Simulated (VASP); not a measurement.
# HCl (Fmmm) in VASP: notebook

The runs below take HCl through single point, with LDA.

Everything below comes from runs of VASP 6.6.1. Logs are shortened: lines on timing, memory, paths and dates and some standing lists are left out, and cuts for length are marked.

### Step 1. Starting point

Symmetry: Fmmm, No. 69, orthorhombic system. The conventional cell has a = 5.030 Å, b = 5.350 Å, c = 5.710 Å, α = 90.00°, β = 90.00°, γ = 90.00°. Around Cl (site symmetry mmm) lie 6 H at 2.52 to 2.85 Å. H (site symmetry mmm) is surrounded by 6 Cl at 2.52 to 2.85 Å.

### Step 2. Single point, LDA

INCAR reads:

```
SYSTEM = HCl
PREC = Accurate ; ENCUT = 460
EDIFF = 1E-6 ; ISMEAR = 0
SIGMA = 0.05 ; LREAL = .FALSE.
LASPH = .TRUE. ; NELM = 100
ALGO = Normal ; ISIF = 2
LWAVE = .FALSE. ; LCHARG = .FALSE.
GGA = CA ; NBANDS = 11
ADDGRID = .FALSE.
```

KPOINTS reads:

```
regular mesh
0
G
  12 12 12
  0 0 0
```

POSCAR reads:

```
HCl
1.0
    0.0000000000      2.6750000000      2.8550000000
    2.5150000000      0.0000000000      2.8550000000
    2.5150000000      2.6750000000      0.0000000000
Cl H
1 1
Direct
    0.5000000000      0.5000000000      0.5000000000
    0.0000000000      0.0000000000      0.0000000000
```

Potentials or basis: VASP PAW LDA potentials, release 64 (Cl, H).

Command:

```bash
$ cat potpaw_LDA.64/Cl/POTCAR potpaw_LDA.64/H/POTCAR > POTCAR
$ mpirun -np 1 vasp_std > vasp.out
```

OUTCAR:

```text
SYSTEM = HCl
   PREC = Accurate
   ENCUT = 460
   EDIFF = 1E-6
   ISMEAR = 0
   LREAL = .FALSE.
   LASPH = .TRUE.
   NELM = 100
   ISIF = 2
   GGA = CA

 Found    280 irreducible k-points:

 Following reciprocal coordinates:
            Coordinates               Weight
  0.000000  0.000000  0.000000      1.000000
  0.083333  0.000000  0.000000      8.000000
  0.166667 -0.000000 -0.000000      8.000000
  0.250000 -0.000000 -0.000000      8.000000
  0.333333 -0.000000 -0.000000      8.000000
  0.416667  0.000000  0.000000      8.000000
   k-points           NKPTS =    280   k-points in BZ     NKDIM =    280   number of bands    NBANDS=     11
   number of dos      NEDOS =    301   number of ions     NIONS =      2
   total plane-waves  NPLWV =  21952
   dimension x,y,z NGX =    28 NGY =   28 NGZ =   28
   dimension x,y,z NGXF=    56 NGYF=   56 NGZF=   56
   ions per type =               1   1
   NGX,Y,Z   is equivalent  to a cutoff of  11.90, 12.23, 12.68 a.u.
   NGXF,Y,Z  is equivalent  to a cutoff of  23.80, 24.47, 25.36 a.u.
 SYSTEM =  HCl
   PREC   = accura    normal or accurate (medium, high low for compatibility)
   ISTART =      0    job   : 0-new  1-cont  2-samecut
   ICHARG =      2    charge: 1-file 2-atom 10-const
   ISPIN  =      1    spin polarized calculation?
   LNONCOLLINEAR =      F non collinear calculations
   LSORBIT =      F    spin-orbit coupling
   LASPH  =      T    aspherical Exc in radial PAW
   ENCUT  =  460.0 eV  33.81 Ry    5.81 a.u.   6.84  6.65  6.42*2*pi/ulx,y,z
   NELM   =    100;   NELMIN=  2; NELMDL= -5     # of ELM steps
   EDIFF  = 0.1E-05   stopping-criterion for ELM
   LREAL  =      F    real-space projection
   EDIFFG = 0.1E-04   stopping-criterion for IOM
   NSW    =      0    number of steps for IOM
   IBRION =     -1    ionic relax: 0-MD 1-quasi-New 2-CG
   NFREE  =      0    steps in history (QN), initial steepest desc. (CG)
   ISIF   =      2    stress and relaxation
   ISYM   =      2    0-nonsym 1-usesym 2-fastsym
   POTIM  = 0.5000    time-step for ionic-motion
   TEBEG  =    0.0;   TEEND  =   0.0 temperature during run
   PSTRESS=    0.0 pullay stress
   NELECT =       8.0000    total number of electrons
   NUPDOWN=      -1.0000    fix difference up-down
   EMIN   =  10.00;   EMAX   =-10.00  energy-range for DOS
   EFERMI =   0.00;   METHOD = LEGACY
   ISMEAR =     0;   SIGMA  =   0.05  broadening in eV -4-tet -1-fermi 0-gaus
   EFERMI_NEDOS =   21; number of points for ismear=-14 and -15
   IALGO  =     38    algorithm
   IMIX   =      4    mixing-type and parameters
     AMIX     =   0.40;   BMIX     =  1.00
     AMIX_MAG =   1.60;   BMIX_MAG =  1.00
  volume/ion in A,a.u.               =      19.21       129.62
  Fermi-wavevector in a.u.,A,eV,Ry     =   0.970373  1.833740 12.811579  0.941624
  Thomas-Fermi vector in A             =   2.100503
   LORBIT       =      0    0 simple, 1 ext, 2 COOP (PROOUT), +10 PAW based schemes
   GGA     = CA    functional components
   LHFCALC =     F    Hartree Fock is set to
   AEXX    =    0.0000 exact exchange contribution
   IVDW    =     0    specifies the selected vdW correction
   LEPSILON=     F    determine dielectric tensor
   LRPA    =     F    only Hartree local field effects (RPA)
 non-spin polarized calculation
 Gauss-broadening in eV      SIGMA  =   0.05
  energy-cutoff  :      460.00
  volume of cell :       38.41
 maximum number of plane-waves:       878
   NGX = 13   NGY = 13   NGZ = 13

 number of electron       7.9999999 magnetization

 Free energy of the ion-electron system (eV)
  ---------------------------------------------------
  ext. energy  EPLUGINS =         0.00000000
  ---------------------------------------------------
  free energy    TOTEN  =        -3.76152649 eV

  energy without entropy =       -3.76129850  energy(sigma->0) =       -3.76141249

 E-fermi :  -1.9105     XC(G=0):  -8.2947

 val. band max:       -1.9329610233   @ k =   0.0833   0.0000   0.0833
 cond. band min:      -1.8966376430   @ k =   0.0000   0.0000   0.0000
 fundamental gap:      0.0363233803
 Fermi energy:        -1.9104561302

 k-point     1 :       0.0000    0.0000    0.0000
  band No.  band energies     occupation
      1     -15.1291      2.00000
      2      -2.1302      2.00000
      3      -1.9945      1.98252
      4      -1.9473      1.70213
      5      -1.8966      0.69591
      6       9.2778      0.00000
      7      10.1171      0.00000
      8      10.6449      0.00000
      9      11.1016      0.00000
     10      12.6338      0.00000
     11      13.6784      0.00000

 k-point     2 :       0.0833    0.0000    0.0000
  band No.  band energies     occupation
      1     -15.0993      2.00000
      2      -2.8113      2.00000
      3      -2.0386      1.99971
      4      -1.9391      1.58197
      5      -1.2470      0.00000
      6       9.0699      0.00000
      7      10.0760      0.00000
      8      10.5250      0.00000
      9      11.0489      0.00000
     10      12.1709      0.00000
     11      13.4267      0.00000

 k-point     3 :       0.1667   -0.0000   -0.0000
  band No.  band energies     occupation
      1     -15.0159      2.00000
      2      -3.5833      2.00000
      3      -2.0578      1.99997
      4      -2.0073      1.99386
      5      -0.5710      0.00000
      6       8.2922      0.00000
      7      10.0044      0.00000
      8      10.3827      0.00000
      9      11.1217      0.00000
     10      11.9718      0.00000
     11      12.6246      0.00000

 k-point     4 :       0.2500   -0.0000   -0.0000
  band No.  band energies     occupation
      1     -14.8973      2.00000
      2      -4.2824      2.00000
      3      -2.1082      2.00000
      4      -2.0724      2.00000
      5      -0.0032      0.00000
      6       7.3293      0.00000
      7       9.6243      0.00000
      8      10.5396      0.00000
      9      10.8611      0.00000
     10      12.5802      0.00000
     11      12.7129      0.00000

 k-point     5 :       0.3333   -0.0000   -0.0000
  band No.  band energies     occupation
      1     -14.7726      2.00000
      2      -4.8458      2.00000
      3      -2.1940      2.00000
      4      -2.0979      2.00000
      5       0.4340      0.00000
      6       6.5194      0.00000
      7       9.1450      0.00000
      8      10.1828      0.00000
      9      11.2931      0.00000
     10      13.4569      0.00000
     11      13.6669      0.00000

 k-point     6 :       0.4167    0.0000    0.0000
  band No.  band energies     occupation
      1     -14.6770      2.00000
      2      -5.2145      2.00000
      3      -2.2569      2.00000
      4      -2.1143      2.00000
      5       0.7179      0.00000
      6       5.9846      0.00000
      7       8.8250      0.00000
      8       9.8080      0.00000
      9      12.0146      0.00000
     10      14.3654      0.00000
     11      14.9308      0.00000

 [... further k-points ...]

------------------------ aborting loop because EDIFF is reached ----------------------------------------

  FORCE on cell =-STRESS in cart. coord.  units (eV):
  Direction    XX          YY          ZZ          XY          YZ          ZX
  --------------------------------------------------------------------------------------
  -------------------------------------------------------------------------------------
  Total       -4.1121205     -2.7152200     -1.7822448      0.0000000      0.0000000      0.0000000
  in kB     -171.5056911   -113.2446588    -74.3327251      0.0000000      0.0000000      0.0000000
  external PRESSURE =    -119.6943584 kB  Pullay stress =       0.0000000 kB

 VOLUME and BASIS-vectors are now :
 -----------------------------------------------------------------------------
  energy-cutoff  :      460.00
  volume of cell :       38.41
      direct lattice vectors                 reciprocal lattice vectors
     0.000000000  2.675000000  2.855000000    -0.198807157  0.186915888  0.175131349
     2.515000000  0.000000000  2.855000000     0.198807157 -0.186915888  0.175131349
     2.515000000  2.675000000  0.000000000     0.198807157  0.186915888 -0.175131349

 POSITION                                       TOTAL-FORCE (eV/Angst)
 -----------------------------------------------------------------------------------
      2.51500      2.67500      2.85500         0.000000      0.000000      0.000000
      0.00000      0.00000      0.00000        -0.000000     -0.000000      0.000000
 -----------------------------------------------------------------------------------
    total drift:                                0.000000      0.000000      0.000000

  FREE ENERGIE OF THE ION-ELECTRON SYSTEM (eV)
  ---------------------------------------------------
  free  energy   TOTEN  =        -3.7615264851 eV

  energy  without entropy=       -3.7612985031  energy(sigma->0) =       -3.76141249
```

It took 88 s on 1 thread of Intel Xeon Platinum 8559C (Emerald Rapids), shared host; peak memory 0.2 GiB.

The run converged, but some of its settings lie outside the range that counts as converged, so its numbers aren't taken as properties of the crystal.

Results:

| Item | Value |
| --- | --- |
| Free energy | -3.7615 eV |
| Pressure | -12.0 GPa |
| Band gap on the k mesh | none (metal or under the smearing width) |

### Step 3. Single point, LDA

Edit INCAR of step 2 so:

```diff
@@ -1,3 +1,3 @@
 SYSTEM = HCl
-PREC = Accurate ; ENCUT = 460
+PREC = Accurate ; ENCUT = 520
 EDIFF = 1E-6 ; ISMEAR = 0
```

KPOINTS is that of step 2.

POSCAR is that of step 2.

Potentials or basis: VASP PAW LDA potentials, release 64 (Cl, H).

Command:

```bash
$ cat potpaw_LDA.64/Cl/POTCAR potpaw_LDA.64/H/POTCAR > POTCAR
$ mpirun -np 1 vasp_std > vasp.out
```

OUTCAR:

```text
SYSTEM = HCl
   PREC = Accurate
   ENCUT = 520
   EDIFF = 1E-6
   ISMEAR = 0
   LREAL = .FALSE.
   LASPH = .TRUE.
   NELM = 100
   ISIF = 2
   GGA = CA

 Found    280 irreducible k-points:

 Following reciprocal coordinates:
            Coordinates               Weight
  0.000000  0.000000  0.000000      1.000000
  0.083333  0.000000  0.000000      8.000000
  0.166667 -0.000000 -0.000000      8.000000
  0.250000 -0.000000 -0.000000      8.000000
  0.333333 -0.000000 -0.000000      8.000000
  0.416667  0.000000  0.000000      8.000000
   k-points           NKPTS =    280   k-points in BZ     NKDIM =    280   number of bands    NBANDS=     11
   number of dos      NEDOS =    301   number of ions     NIONS =      2
   total plane-waves  NPLWV =  23520
   dimension x,y,z NGX =    30 NGY =   28 NGZ =   28
   dimension x,y,z NGXF=    60 NGYF=   56 NGZF=   56
   ions per type =               1   1
   NGX,Y,Z   is equivalent  to a cutoff of  12.75, 12.23, 12.68 a.u.
   NGXF,Y,Z  is equivalent  to a cutoff of  25.50, 24.47, 25.36 a.u.
 SYSTEM =  HCl
   PREC   = accura    normal or accurate (medium, high low for compatibility)
   ISTART =      0    job   : 0-new  1-cont  2-samecut
   ICHARG =      2    charge: 1-file 2-atom 10-const
   ISPIN  =      1    spin polarized calculation?
   LNONCOLLINEAR =      F non collinear calculations
   LSORBIT =      F    spin-orbit coupling
   LASPH  =      T    aspherical Exc in radial PAW
[... 69 lines left out ...]
      9      11.1014      0.00000
     10      12.6336      0.00000
     11      13.6784      0.00000
[... 57 lines left out ...]
 k-point     6 :       0.4167    0.0000    0.0000
  band No.  band energies     occupation
      1     -14.6773      2.00000
      2      -5.2153      2.00000
      3      -2.2577      2.00000
      4      -2.1151      2.00000
      5       0.7159      0.00000
      6       5.9845      0.00000
      7       8.8249      0.00000
      8       9.8079      0.00000
      9      12.0142      0.00000
     10      14.3652      0.00000
     11      14.9306      0.00000

 [... further k-points ...]

------------------------ aborting loop because EDIFF is reached ----------------------------------------

  FORCE on cell =-STRESS in cart. coord.  units (eV):
  Direction    XX          YY          ZZ          XY          YZ          ZX
  --------------------------------------------------------------------------------------
  -------------------------------------------------------------------------------------
  Total       -4.0997670     -2.7011013     -1.7680810      0.0000000      0.0000000      0.0000000
  in kB     -170.9904566   -112.6558035    -73.7419888      0.0000000      0.0000000      0.0000000
  external PRESSURE =    -119.1294163 kB  Pullay stress =       0.0000000 kB

 VOLUME and BASIS-vectors are now :
 -----------------------------------------------------------------------------
  energy-cutoff  :      520.00
  volume of cell :       38.41
      direct lattice vectors                 reciprocal lattice vectors
     0.000000000  2.675000000  2.855000000    -0.198807157  0.186915888  0.175131349
     2.515000000  0.000000000  2.855000000     0.198807157 -0.186915888  0.175131349
     2.515000000  2.675000000  0.000000000     0.198807157  0.186915888 -0.175131349

 POSITION                                       TOTAL-FORCE (eV/Angst)
 -----------------------------------------------------------------------------------
      2.51500      2.67500      2.85500         0.000000      0.000000      0.000000
      0.00000      0.00000      0.00000         0.000000      0.000000     -0.000000
 -----------------------------------------------------------------------------------
    total drift:                                0.000000     -0.000000      0.000000

  FREE ENERGIE OF THE ION-ELECTRON SYSTEM (eV)
  ---------------------------------------------------
  free  energy   TOTEN  =        -3.7606508506 eV

  energy  without entropy=       -3.7604228640  energy(sigma->0) =       -3.76053686
```

OSZICAR:

```text
N       E                     dE             d eps       ncg     rms          rms(c)
DAV:   1     0.280001598559E+02    0.28000E+02   -0.31778E+03  6168   0.568E+02
DAV:   2    -0.220341873994E+01   -0.30204E+02   -0.28733E+02  7513   0.103E+02
DAV:   3    -0.412342474830E+01   -0.19200E+01   -0.19163E+01  7605   0.284E+01
DAV:   4    -0.413628481641E+01   -0.12860E-01   -0.12859E-01  7518   0.275E+00
DAV:   5    -0.413641014118E+01   -0.12532E-03   -0.12532E-03  7961   0.265E-01    0.337E+00
DAV:   6    -0.378668398763E+01    0.34973E+00   -0.18182E+00  7003   0.302E+00    0.150E+00
DAV:   7    -0.376680793804E+01    0.19876E-01   -0.26511E-02  7003   0.899E-01    0.782E-01
DAV:   8    -0.376061790639E+01    0.61900E-02   -0.19331E-02  6764   0.694E-01    0.265E-01
DAV:   9    -0.376065201439E+01   -0.34108E-04   -0.30354E-04  7612   0.115E-01    0.282E-01
DAV:  10    -0.376067521979E+01   -0.23205E-04   -0.10699E-05  7376   0.188E-02    0.204E-01
DAV:  11    -0.376063865916E+01    0.36561E-04   -0.94711E-05  6676   0.525E-02    0.883E-02
DAV:  12    -0.376064443661E+01   -0.57775E-05   -0.24916E-06  7215   0.904E-03    0.609E-02
DAV:  13    -0.376064939235E+01   -0.49557E-05   -0.19924E-06  6475   0.968E-03    0.289E-02
DAV:  14    -0.376065068116E+01   -0.12888E-05   -0.94412E-07  5652   0.599E-03    0.939E-03
DAV:  15    -0.376065085056E+01   -0.16939E-06   -0.21826E-07  3374   0.319E-03
   1 F= -.37606509E+01 E0= -.37605369E+01  d E =-.227987E-03
```

Wall time 1.7 min (1 thread of Intel Xeon Platinum 8559C (Emerald Rapids), shared host); peak memory 0.2 GiB.

These settings aren't checked as converged: the numbers below hold their error.

Results:

- Free energy: -3.7607 eV
- Pressure: -11.9 GPa
- Band gap on the k mesh: none (metal or under the smearing width)
